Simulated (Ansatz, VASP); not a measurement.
Two plane-wave programs on MgO

File INCAR:

```
  PREC = Accurate
  ENCUT = 520
  EDIFF = 1E-6
  ISMEAR = 0
  SIGMA = 0.05
  LREAL = False
  LASPH = True
  NELM = 100
  ALGO = Normal
  ISIF = 2
  LWAVE = False
  LCHARG = False
  NBANDS = 16
```

File KPOINTS:

```
regular mesh
0
Gamma
  12 12 6
```

The input POSCAR:

```
MgO
1.0
    3.4301361268      0.0000000000      0.0000000000
   -1.7150680634      2.9705850243      0.0000000000
    0.0000000000      0.0000000000      4.3161737560
Mg O
2 2
Direct
    0.6666666667      0.3333333333      0.7500000000
    0.3333333333      0.6666666667      0.2500000000
    0.6666666667      0.3333333333      0.2500000000
    0.3333333333      0.6666666667      0.7500000000
```

Input for Ansatz:

```yaml
crystal:
  lattice:
    - [3.4301361268, 0.0, 0.0]
    - [-1.7150680634, 2.9705850243, 0.0]
    - [0.0, 0.0, 4.316173756]
  atoms:
    - { symbol: Mg, position: [0.6666666667, 0.3333333333, 0.75] }
    - { symbol: Mg, position: [0.3333333333, 0.6666666667, 0.25] }
    - { symbol: O, position: [0.6666666667, 0.3333333333, 0.25] }
    - { symbol: O, position: [0.3333333333, 0.6666666667, 0.75] }
basis:
  ecutwfc: 420
kpoints:
  mp_grid: { grid: [12, 12, 6] }
hamiltonian:
  xc: lda
scf:
  occupations: { method: gaussian, width: 0.05 }
output:
  forces: true
  stress: true
  eigenvalues: true
```

Alike in both runs: task single point; functional LDA; k mesh 12 × 12 × 6; occupations gaussian, width 0.05 eV; no spin polarisation.

```csv
,VASP,Ansatz
version,VASP 6.6.1,Ansatz 0.2.0
potentials or method,"VASP PAW LDA potentials, release 64 (Mg, O)","scalar-relativistic, plane waves, PAW"
plane-wave cutoff (eV),520,420
valence electrons in the cell,16,32
```

```csv
,VASP,Ansatz,Ansatz less VASP
gap on the k mesh at the Fermi level (eV),3.28,3.28,+0.005
least direct gap on the mesh (eV),3.28,3.28,+0.005
pressure (GPa),-5.4,-3.7,+1.65
largest component of the traceless stress (GPa),5.11,5.10,-0.005
```

The two sets of potentials don't hold the same shells in valence.

A k mesh can miss the band edges. Expect the measured gap to be larger: semilocal functionals such as LDA lack the derivative discontinuity.
